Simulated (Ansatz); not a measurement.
# Photoemission of Si(111) with SH on 50 % of the top atoms and H on the rest, part 2 of 4

Aim: core-level components, unfolded bands and work function of Si(111) with SH on 50 % of the top atoms and H on the rest.

Ansatz 0.2.0; DFT, PBE, plane-wave PAW, default files, scalar-relativistic.

So far, gap on the k-mesh (eV): step 2 (relaxation) 1.08.

## (3) Bands by layer

The main run: bands along the zone's path, each state's share in the top and middle regions, the DOS and the planar potential. The cell holds 4 small cells, so the bands are unfolded.

File input.yaml:

```yaml
crystal:
  lattice:
    - [7.6791796437, 0.0, 0.0]
    - [3.8395898218, 6.6503646517, 0.0]
    - [0.0, 0.0, 24.9237769138]
  atoms:
    - { symbol: H, position: [0.0945237737, 0.0784342743, 0.7202873739] }
    - { symbol: H, position: [0.5945237737, 0.0784342743, 0.7202873739] }
    - { symbol: S, position: [-0.0104411341, -0.0179533364, 0.7106568292] }
    - { symbol: S, position: [0.4895588659, -0.0179533364, 0.7106568292] }
    - { symbol: H, position: [-0.0006264589, 0.4987102632, 0.6843907] }
    - { symbol: H, position: [0.4993735411, 0.4987102632, 0.6843907] }
    - { symbol: Si, position: [-0.0007373118, -0.0016588753, 0.6235979068] }
    - { symbol: Si, position: [0.4992626882, -0.0016588753, 0.6235979068] }
    - { symbol: Si, position: [-0.0005183816, 0.4982022539, 0.6241783231] }
    - { symbol: Si, position: [0.4994816184, 0.4982022539, 0.6241783231] }
    - { symbol: Si, position: [0.8321730861, 0.3327092586, 0.5927533304] }
    - { symbol: Si, position: [0.3321730861, 0.3327092586, 0.5927533304] }
    - { symbol: Si, position: [0.8331587498, 0.8307826474, 0.5923672539] }
    - { symbol: Si, position: [0.3331587498, 0.8307826474, 0.5923672539] }
    - { symbol: Si, position: [0.833679251, 0.3327872671, 0.4978465046] }
    - { symbol: Si, position: [0.333679251, 0.3327872671, 0.4978465046] }
    - { symbol: Si, position: [0.8339083215, 0.8331447696, 0.4975042396] }
    - { symbol: Si, position: [0.3339083215, 0.8331447696, 0.4975042396] }
    - { symbol: Si, position: [0.1667691323, 0.1666354775, 0.4656297902] }
    - { symbol: Si, position: [0.6667691323, 0.1666354775, 0.4656297902] }
    - { symbol: Si, position: [0.1673765423, 0.6660895789, 0.4655848076] }
    - { symbol: Si, position: [0.6673765423, 0.6660895789, 0.4655848076] }
    - { symbol: Si, position: [0.166666667, 0.166666667, 0.370880907] }
    - { symbol: Si, position: [0.666666667, 0.166666667, 0.370880907] }
    - { symbol: Si, position: [0.166666667, 0.666666667, 0.370880907] }
    - { symbol: Si, position: [0.666666667, 0.666666667, 0.370880907] }
    - { symbol: Si, position: [0.0, 0.0, 0.339434911] }
    - { symbol: Si, position: [0.5, 0.0, 0.339434911] }
    - { symbol: Si, position: [0.0, 0.5, 0.339434911] }
    - { symbol: Si, position: [0.5, 0.5, 0.339434911] }
    - { symbol: H, position: [0.0, 0.0, 0.280856309] }
    - { symbol: H, position: [0.5, 0.0, 0.280856309] }
    - { symbol: H, position: [0.0, 0.5, 0.280856309] }
    - { symbol: H, position: [0.5, 0.5, 0.280856309] }
kpoints:
  mp_grid: { grid: [3, 3, 1] }
scf:
  occupations: { method: fermi_dirac, width: 0.02 }
  n_extra_bands: 37
hamiltonian:
  xc: pbe
  pseudopotentials: { kind: paw }
output:
  forces: true
  write_potential: true
  volumetric_format: []
  dos:
    projected:
      site_lists:
        adsorbate: [2, 0, 3, 1, 4, 5]
        layer_1: [6, 7, 8, 9]
        layer_2: [10, 11, 12, 13]
        layer_3: [14, 15, 16, 17]
        middle: [18, 19, 20, 21]
        other_layers: [22, 23, 24, 25, 26, 27, 28, 29, 30, 31, 32, 33]
    de: 0.05
    e_range: [-30, 12]
    method: { smearing: { sigma: 0.12, scheme: gaussian } }
  eigenstates:
    kpoints:
      - [0.33333333, -0.33333333, 0.0]
      - [0.25, -0.375, 0.0]
      - [0.16666667, -0.41666667, 0.0]
      - [0.08333333, -0.45833333, 0.0]
      - [0.0, 0.5, 0.0]
      - [-0.08333333, 0.45833333, 0.0]
      # [... 29 more points ...]
      - [0.25, 0.5, 0.0]
      - [0.29166667, -0.41666667, 0.0]
    e_range: [-8.0, 6.0]
    unfold:
      supercell_matrix: [[2, 0, 0], [0, 2, 0], [0, 0, 1]]
      layers:
        axis: 3
        edges: [0.120367, 0.39336, 0.39346, 0.608364, 0.608464, 0.880774]
efield:
  axis: 3
  dipole_correction: true
```

Command:

```sh
$ ansatz run input.yaml --threads 4 --pin off --max-ram 11264MiB --backend cpu --events-out ev --progress --plain --runs-dir out
```

Numbers of over 12 decimals in the logs are rounded to 6 here.

The program printed:

```text
[...]
Crystal: 34 atoms, lattice volume = 1272.841 Å³
Basis set: ecut = 420 eV, 24809 PW (Γ), exchange–correlation on 108×108×360 points (8 copies of the dense FFT grid, shifted against one another)
Bands: 95, of which v1, the nominal top of the filled ones, is band 58 counted from 1 (57 counted from 0)
Symmetry: 2 space group operations
[...]
k-points: 5 of 9 (time reversal used)
[...]
SCF iter   1: F=—  HF=-17191.059516 eV  |F-HF|=—  |Δ(HF+E_count)|=         —  Δρ=1.96e-3  dr2=5.73e-1  ethr=1.77e-3  p=-0.124 e·Å  D=-1.76e-2 V/Å  ΔV_dip=0.44 eV  dr2_dipole=2.45e-3  V_vac-E_F(+/−)=4.13/3.69 eV  ⟨swp⟩=8.4  Hψ=2773  notcnv=0  defer=47
[...]
SCF iter   9: F=-17190.972413 eV  HF=-17190.972413 eV  |F-HF|=4.96e-9  |Δ(HF+E_count)|=   4.43e-8  Δρ=7.58e-7  dr2=9.19e-9  ethr=8.62e-11  p=-0.108 e·Å  D=-1.53e-2 V/Å  ΔV_dip=0.38 eV  dr2_dipole=5.76e-10  V_vac-E_F(+/−)=4.50/4.12 eV  ⟨swp⟩=21.4  Hψ=4630  notcnv=0
SCF 1 converged in 9 iterations: F = -17190.972413 eV  dr2 = 9.19e-9
[...]
NSCF: frozen V_eff on 37 k-points
efield: sawtooth ramp at fractional position 0.9506 (kept from the solve that this one continues, or follows in the run), width 0.1000; the density the first Hamiltonian is built on has a dipole p = -0.108 e·Å; the dipole correction subtracts the counter field D = -1.53e-2 V/Å, which shifts the + side's vacuum level by +0.38 eV against the − side's; the planar-averaged density in the ramp window peaks in size at 1.5e-6 e/Å³
[...]
SCF converged after 9 iterations
Free energy (F): -17190.972413 eV
[...]
Internal energy: -17190.972413 eV  (E = F + TS)
E sigma→0 (E₀):  -17190.972413 eV
Fermi energy:    0.286011 eV
Dipole field:    D = -0.015275 V/Å  (p = -0.107449 e·Å, saw-weighted, corrected)
Work function:   Φ+ = 4.4977 eV   Φ− = 4.1169 eV
[...]
--- Forces (eV/Å), atoms counted from 1 ---
  atom   1  H     -0.01375674    -0.00965314    -0.01748127
  atom   2  H     -0.01375674    -0.00965314    -0.01748127
  atom   3  S      0.00556699     0.01457900     0.01005059
  atom   4  S      0.00556699     0.01457900     0.01005059
  atom   5  H      0.00041033     0.00122760     0.00398643
  atom   6  H      0.00041033     0.00122760     0.00398643
  atom   7  Si     0.00254870     0.00580046     0.00516176
  atom   8  Si     0.00254870     0.00580046     0.00516176
  atom   9  Si    -0.00085503    -0.00008985    -0.00665806
  atom  10  Si    -0.00085503    -0.00008985    -0.00665806
  atom  11  Si     0.00053130    -0.00473652    -0.01120839
  atom  12  Si     0.00053130    -0.00473652    -0.01120839
  atom  13  Si     0.00083049    -0.00433525     0.01286387
  atom  14  Si     0.00083049    -0.00433525     0.01286387
  atom  15  Si    -0.00073075     0.00404467     0.00231608
  atom  16  Si    -0.00073075     0.00404467     0.00231608
  atom  17  Si     0.00010006     0.00193472     0.00011446
  atom  18  Si     0.00010006     0.00193472     0.00011446
  atom  19  Si     0.00151414     0.00049754    -0.00085519
  atom  20  Si     0.00151414     0.00049754    -0.00085519
  atom  21  Si     0.00042558    -0.00396113     0.00012440
  atom  22  Si     0.00042558    -0.00396113     0.00012440
  atom  23  Si    -0.00172423    -0.00094950    -0.06759295
  atom  24  Si    -0.00172423    -0.00094950    -0.06759295
  atom  25  Si     0.00481236    -0.00490439    -0.07970329
  atom  26  Si     0.00481236    -0.00490439    -0.07970329
  atom  27  Si     0.00106450    -0.00019051     0.85293305
  atom  28  Si     0.00106450    -0.00019051     0.85293305
  atom  29  Si    -0.00179973     0.00200374     0.84875891
  atom  30  Si    -0.00179973     0.00200374     0.84875891
  atom  31  H     -0.00061710    -0.00039752    -0.77629832
  atom  32  H     -0.00061710    -0.00039752    -0.77629832
  atom  33  H      0.00166687    -0.00087550    -0.77650664
  atom  34  H      0.00166687    -0.00087550    -0.77650664
  max |Σ_I F_I| component: 2.45e-5 eV/Å
--- Band table (eV; the first three rows and the last of 5) ---
  k-point 0: bands = [... 54 lower, -0.7313, -0.6656, -0.2880, -0.2487, 0.8360, 0.8400, 0.8453, 1.3771, ... 33 higher]
  k-point 1: bands = [... 54 lower, -1.4906, -1.2777, -1.1227, -0.6557, 0.9808, 1.5653, 1.6734, 1.7433, ... 33 higher]
  k-point 2: bands = [... 54 lower, -1.4214, -1.2740, -1.1937, -0.6774, 0.9920, 1.5814, 1.6555, 1.7215, ... 33 higher]
  k-point 4: bands = [... 54 lower, -1.6569, -1.4737, -1.3922, -1.3300, 1.9515, 2.1407, 2.2667, 2.3286, ... 33 higher]
```

Run time: 3.9 min. Hardware: 4 threads of Arm Neoverse V2, shared host; peak memory 4.8 GiB.

The column dr2 measures how far the density is from self-consistency, as an energy; F and HF (Harris–Foulkes) agree once it is small.

Numbers from this step:

```
Fermi energy                                   : 0.2860 eV
zero of energy                                 : valence-band maximum
share of occupied states in no projected shell : 0.0116 of the occupied states in the window
```

A(k,E), total over k along the path and E. Zero: valence-band maximum.

Ten even steps from '0' (0.11 eV⁻¹) to '9' (6.16 eV⁻¹), each cell a mean:
```
223445455632223475322222122432
333467764575446774333322213433
111235666669998643322223343211
112222245666666532321122235211
433333334454445432232111232234
121111000013332222223443332211
000000000000110001222233310000
000000000000000000001111000000
000000000001210000000000000000
000000000135653210000000000000
000000113456666432221110000000
111112244554345654433333211111
112212443431112333344444332211
333345433200000232223333333333
233443233111111123222222344332
344433322111111122322222234443
443322210000000001222222222344
110011100100000111110000000011
000121111111111111112100000000
111221111100000011112210000000
222211111111111111111222333322
111111000000000000011222211111
```
Columns: k along the path (Å⁻¹) from 0 to 2.58; rows upwards: E (eV) from -7.17 to 5.00.

A(k,E), top over k along the path and E. Zero: valence-band maximum.

Ten even steps from '_' (0.03 eV⁻¹) to '@' (1.30 eV⁻¹), each cell a mean:
```
------==++++==++####++======++**%%##++--========----==++==--
====++**####%%##**##@@######%%@@%%++====----::::::::==++++==
::::::::--++********##@@@@@@%%**====--::----------====--::..
....::::::..::--==++++******++==--::--::....::::::--==::....
----::::----------======----====----::::::......::--::::----
......................------::::::::::::----------::........
______________________......______........::::--::..________
____________________________________________....____________
______________________......________________________________
__________________..--==++++--::..__________________________
____________..::----========++==--::::::............________
--------------====++++++====++++++++++========--------------
::::::::::::--======--::::::--------================--::::::
==------==++====----..........::--::::::------------------==
----====++==--==--::::::::::::::--==--::----------==++====--
==++++++======----------------------==----====++++++++++++==
====----::::::......................::::::::::::::::::--====
....____..........::::::::::::::::::::::..____________......
::::..::::::::::::::::::::::::::::::------::............::::
::::::----------::::..............::::------::::::::::::::::
::::::--::::::..........................::::::::::------::::
............__________________________....::::::::::........
```
Columns: k along the path (Å⁻¹) from 0 to 2.58; rows upwards: E (eV) from -7.17 to 5.00.

A(k,E), middle over k along the path and E. Zero: valence-band maximum.

Ten even steps from '0' (0.05 eV⁻¹) to '9' (2.66 eV⁻¹), each cell a mean:
```
113555445621011463212222112322
223578863353224664344333213432
111246777779998744322333343311
122222346788887643322222236311
544444555676456533333211243355
222211111113442233234544442222
000000000001110002333334421000
000000000000000000011222100000
000000000001221000000000000000
000000000245664321000000000000
000000123467876433221110000000
001122345676457765443333211000
222222444431012444444444443222
444456544300000233334444433344
333443233100000123222333454333
233433322111111122221122234432
444321220000000001221111112344
110012100000000000120000000011
000121110000000000112100000000
011211100000000000112210000000
332111111111111111111233333333
221121000000000000012222221122
```
Columns: k along the path (Å⁻¹) from 0 to 2.58; rows upwards: E (eV) from -7.17 to 5.00.

A(k,E), bottom over k along the path and E. Zero: valence-band maximum.

Ten even steps from '_' (0.02 eV⁻¹) to '@' (2.14 eV⁻¹), each cell a mean:
```
::::::--======++++++::......::==**++----::::::::....::==--::
------==++++**++==++##======**%%##==----::::........--==----
......::::==++++++++**@@@@@@%%++--::::..::::::::------::....
__..........::--==++++++++++++==--::::............::--....__
--::....::::::::::--====--====----::::::::......::--....::--
........____________..::--::....::::::::----------::........
__________________________________........::::::::..________
__________________________________________......____________
______________________......________________________________
__________________..--==**++--::..__________________________
______________..::--++++==++++==--::::..____________________
__________....--======--::::====--------::::::::..__________
____........--------..______..::::::::::----------::......__
::::..::--==--::--::__________..::::......::::::::::::::..::
::::::====::::--::______________..--::............::----::::
==++++==------::....................----::::::::::::--==++==
====------::..______________________..::::--------------====
..________..__________________________..__________________..
________..................................__________________
______..............____________............________________
..::........................................::::::::::::::..
............____________________________....................
```
Columns: k along the path (Å⁻¹) from 0 to 2.58; rows upwards: E (eV) from -7.17 to 5.00.

Peaks of A(k,E) at the labelled points: for each region the eleven nearest the zero at most, each over 6 % of that point's highest, less those above the energy where the solved bands run out; weight and spread sum the levels within three half widths or 0.3 eV, so near peaks share levels. Peaks of the spectral function, the first 40 of 122 rows:

```
point  weight on  E (eV)  A (1/eV)  weight near the peak  rms spread of levels (eV)
    K      total   -6.63     3.135                 2.039                      0.054
    K      total   -5.85      0.84                 0.313                          0
    K      total   -5.23     0.764                  0.27                          0
    K      total   -3.97     3.838                 3.954                      0.283
    K      total   -3.05     2.183                   2.5                      0.392
    K      total   -2.33     2.727                 2.135                      0.168
    K      total   -1.49     0.908                 0.724                      0.332
    K      total    2.55     3.421                 2.938                      0.179
    K      total    4.49     2.539                 2.746                      0.273
    K        top   -6.67     0.551                 0.349                      0.068
    K        top   -5.83     0.494                 0.463                      0.296
    K        top   -5.25     0.425                 0.463                      0.296
    K        top   -3.97     0.886                 0.856                      0.264
    K        top   -3.65      0.68                  0.98                      0.376
    K        top   -3.05     0.592                 0.779                      0.404
    K        top   -2.59     0.625                 0.741                      0.332
    K        top   -1.49     0.516                  0.45                      0.287
    K        top    2.55     0.616                 0.527                      0.183
    K        top    4.37     0.735                 0.731                      0.217
    K     middle   -6.65     1.812                 1.196                      0.054
    K     middle   -5.21     0.253                 0.062                          0
    K     middle   -4.35     1.355                  1.33                      0.203
    K     middle   -3.99     1.374                 1.565                      0.283
    K     middle   -3.05     0.995                 0.948                      0.367
    K     middle   -2.33     1.613                 1.241                      0.154
    K     middle   -1.53     0.316                  0.24                       0.34
    K     middle    2.55     1.911                 1.728                      0.185
    K     middle    4.49     0.916                 0.965                      0.263
    K     bottom   -6.61     0.799                 0.494                      0.013
    K     bottom   -3.93     1.607                  1.53                      0.249
    K     bottom   -3.07       0.6                 0.772                      0.346
    K     bottom   -2.31     0.572                 0.385                      0.137
    K     bottom    2.55     0.892                 0.682                      0.151
    K     bottom    4.53     0.909                 0.942                      0.259
    Γ      total   -4.79     0.884                 0.429                          0
    Γ      total   -3.35     1.471                 1.137                      0.162
    Γ      total   -1.23     2.856                  3.28                       0.23
    Γ      total   -0.87     4.316                  5.01                      0.313
    Γ      total   -0.45     4.357                 5.891                      0.348
    Γ      total   -0.05     4.002                 3.922                      0.217
```

The DOS has structure finer than the step of the table below, so its rows give means over 1 eV, whole bins alone (the curve runs from -15.6 to 4.71 eV). Peaks (eV: height): total -6.6: 25.9, -2.4: 22.9, 3.5: 25.3, 4.3: 40.4; Si 3p -2.4: 19.5, -2.0: 18.1, -1.7: 17.0, 4.3: 20.2; Si 3s -10.6: 8.29, -9.6: 9.14, -9.0: 11.6, -6.6: 10.5; S 3p -5.5: 2.77, -3.5: 2.83, -2.0: 2.57, -1.4: 4.35; H 1s -6.5: 2.08, -5.5: 2.51, -4.1: 2.98, 4.0: 2.28.

DOS against E, zero at the valence-band maximum; means over each step; values in states/eV/cell:

```
E (eV)  total    Si 3p    Si 3s    S 3p     H 1s     S 3s
   -15      0        0        0       0        0        0
   -14   2.77    0.223    0.224  0.0544    0.422     1.82
   -13   1.23   0.0976   0.0858  0.0246    0.164    0.850
   -12  0.156  0.00928    0.141  2.9e-4  0.00333   1.0e-3
   -11   3.83    0.736     2.92  0.0119    0.105   0.0272
   -10   7.41     1.88     5.14  0.0397    0.257   0.0484
    -9   8.48     2.35     5.63  0.0708    0.339   0.0404
    -8   4.93     1.44     2.89   0.117    0.424   0.0238
    -7   9.47     4.04     4.20   0.355    0.751   0.0170
    -6   9.29     3.90     3.02    1.02     1.11   0.0957
    -5   5.62     2.20     1.17    1.07    0.850    0.232
    -4   14.0     9.74     1.07    1.04     1.81    0.114
    -3   17.4     13.7    0.828    1.67    0.965   0.0962
    -2   18.8     15.8    0.688    1.65    0.414   0.0222
    -1   10.8     8.34    0.165    1.84    0.312  0.00616
     0   1.82     1.72  0.00143  0.0479  0.00237   8.9e-4
     1   2.06     1.16    0.561  0.0216   0.0339  0.00428
     2   11.9     6.34     3.10   0.289    0.346   0.0512
     3   19.9     11.2     3.37   0.410    0.917    0.103
     4   27.0     14.1     3.01   0.629     1.48    0.110
```

This run's widths, added to any smearing of the DOS itself: Gaussian 0.6 eV, Lorentzian 0.1 eV. Intensity against binding energy, zero at the valence-band maximum; values in % of the maximum within 13 eV:

```
binding energy (eV)  21.2 eV  100 eV  600 eV  1486.7 eV  5950 eV
                 -1    0.578   0.691   0.750      0.455    0.219
                  0     3.75    6.47    7.17       3.74     1.06
                  1     58.7    68.6    64.9       32.9     9.45
                  2     68.3    86.2    92.0       51.6     19.9
                  3     75.8    83.8    89.1       52.3     23.2
                  4     73.4    60.9    68.5       45.3     25.4
                  5     57.5    47.8    54.7       43.2     31.7
                  6     60.5    49.5    70.2       63.5     53.4
                  7     28.3    27.7    52.0       53.6     49.3
                  8     18.3    19.9    44.0       49.3     47.7
                  9     21.5    33.0    84.3       98.3     97.6
                 10     13.6    22.8    60.8       72.1     72.3
                 11     4.30    10.0    30.0       36.8     37.8
                 12        -    1.47    3.50       4.12     4.12
                 13        -    20.0    30.1       31.2     28.1
                 14        -    42.3    63.1       65.3     58.7
                 15        -   0.876    1.35       1.40     1.26
```

(Part 2 of 4 ends here.)

[Logs are printed without paths, hosts, clocks, repeated set-up lines and the standing remarks that a program may print on its own settings, such as how far it seeks lower states.]

[Hosts, paths, dates, database ids (printed as entryN), source tags and the programs' standing remarks are cut or masked in the printed files.]

[Maps of the electrostatic potential energy from Ansatz leave out the sawtooth potential of an applied field or a dipole correction, so their vacuum need not be flat; work functions include it.]
